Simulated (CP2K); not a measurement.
K under changes of volume

One of the cells (78.519 Å³/atom); the others are scaled copies at fixed shape and fractional positions:

```
K
1.0
     4.67231    0.00000    0.00000
    -1.55744    4.40509    0.00000
    -1.55744   -2.20255    3.81492
K
1
Direct
  0.00000 0.00000 0.00000
```

| Property | Result |
| --- | --- |
| Program | CP2K 2026.2 |
| Functional | PBEsol |
| Potentials or basis | POTENTIAL_UZH K GTH-PBE-q9; TZVP-MOLOPT-PBE-GTH basis |
| Density cutoff | 6123 eV |
| k mesh | 7 × 7 × 7 |
| Occupations | fermi-dirac, width 0.05 eV |
| Spin | no spin polarisation |

| volume (Å³/atom) | energy over the lowest point (meV/atom) | pressure (GPa) |
| --- | --- | --- |
| 73.807 | 0.00 | -0.2 |
| 75.378 | 1.92 | -0.2 |
| 76.948 | 4.39 | -0.3 |
| 78.519 | 7.41 | -0.3 |
| 80.089 | ? | ? |
| 81.659 | 14.84 | -0.4 |
| 83.230 | 19.16 | -0.5 |

What does the run at 80.089 Å³/atom give?

Energy over the lowest point 10.91 meV/atom; pressure -0.4 GPa.

Worked out: A Birch-Murnaghan fit of order 3 (a polynomial in V^(-2/3)) to the other rows has no minimum within the range. It gives 10.91 meV/atom at 80.089 Å³/atom, against the run's 10.91, and -dE/dV = -0.4 GPa, against -0.4.

Energies are extrapolated to zero smearing.

Caveats: the potentials were made for another functional, which shifts forces and pressure; the basis of atomic orbitals isn't converged, which shifts pressures, moduli and gaps.
